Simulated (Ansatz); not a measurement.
# CaF2 (Fluorite) in Ansatz: the effect of exact exchange

Crystal: CaF2 (Fluorite).

```
CELL_PARAMETERS angstrom
0.00000 2.73100 2.73100
2.73100 0.00000 2.73100
2.73100 2.73100 0.00000
ATOMIC_POSITIONS crystal
Ca 0.00000 0.00000 0.00000
F 0.75000 0.75000 0.75000
F 0.25000 0.25000 0.25000
```

Alike in all runs:

| Quantity | Value |
| --- | --- |
| Program | Ansatz 0.2.0 |
| Task | single point |
| Functional | HSE06 form with a typed share of exact exchange |
| Potentials or basis | Ansatz PAW |
| Cutoff | 420 eV (not typed: the program's choice for these potentials) |
| k mesh | 4 × 4 × 4 |
| Occupations | fermi-dirac, width 0.05 eV |
| Spin | no spin polarisation |

```tsv
exact exchange	gap on the mesh (eV)	pressure (GPa)
0.05	7.71	1.8
0.1	8.13	1.4
0.15	?	?
0.2	8.97	0.6
```

What does the run with exact exchange 0.15 give?

gap on the mesh 8.55 eV; pressure 1.0 GPa.

Worked out: A straight line through the other rows of the gap on the mesh, of slope 8.4 eV per unit of exact exchange, gives 8.55 eV, against the run's 8.55. A straight line through the other rows of the pressure, of slope -8 GPa per unit of exact exchange, gives 1.0 GPa, against the run's 1.0.

Caveats: all runs use coarse meshes; the PAW data sets come from PBE, with cores solved anew for the run's functional, which leaves a small shift of forces and pressure; the thresholds are loose for stress.

A k mesh can miss the band edges.
